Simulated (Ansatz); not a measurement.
Write the native input for Ansatz 0.2.0 that does the following.

```
Task                : band structure
Functional          : LDA
Potentials or basis : all-electron LAPW, scalar-relativistic
Cutoff              : 258 eV (chosen from the basis error)
Basis error allowed : 0.002 eV/atom
k mesh              : 10 × 10 × 8
Occupations         : fermi-dirac, width 0.05 eV
Spin                : no spin polarisation
```

ZrB2:

```
Zr B
1.0
     3.17000    0.00000    0.00000
    -1.58500    2.74530    0.00000
     0.00000    0.00000    3.53300
Zr B
1 2
Cartesian
  0.0000 0.0000 0.0000
  1.5850 0.9151 1.7665
  0.0000 1.8302 1.7665
```

One way to write it, as run:

input.yaml

```yaml
crystal:
  lattice:
    - [3.17, 0.0, 0.0]
    - [-1.585, 2.74530053, 0.0]
    - [0.0, 0.0, 3.533]
  atoms:
    - { symbol: Zr, position: [0.0, 0.0, 0.0] }
    - { symbol: B, position: [0.6666666667, 0.3333333333, 0.5] }
    - { symbol: B, position: [0.3333333333, 0.6666666667, 0.5] }
kpoints:
  mp_grid: { grid: [10, 10, 8] }
  band_path:
    path:
      - [0.0, 0.0, 0.0]
      - [0.5, 0.0, 0.0]
      - [0.3333333333, 0.3333333333, 0.0]
      - [0.0, 0.0, 0.0]
      - [0.0, 0.0, 0.5]
      - [0.5, 0.0, 0.5]
      - [0.3333333333, 0.3333333333, 0.5]
      - [0.0, 0.0, 0.5]
    npoints: 6
scf:
  occupations: { method: fermi_dirac, width: 0.05 }
hamiltonian:
  xc: lda
  pseudopotentials: { kind: all_electron, lapw: { basis_error: 0.002 } }
output:
  forces: true
  stress: true
  eigenvalues: true
```

Potentials or basis: all-electron LAPW, scalar-relativistic.

Command:

```bash
$ ansatz run input.yaml --threads 2 --pin off --max-ram 8192MiB --backend cpu --events-out ev --progress --plain --runs-dir out
```

Results of the run:

```json
{
  "Pressure": "-8.8 GPa",
  "Band gap along the path": "none (metal or under the smearing width)"
}
```

Run time: 2.6 s on 2 threads of AMD EPYC 9R45 96-Core Processor (Zen 5), on a shared host, peak memory 0.37 GiB.
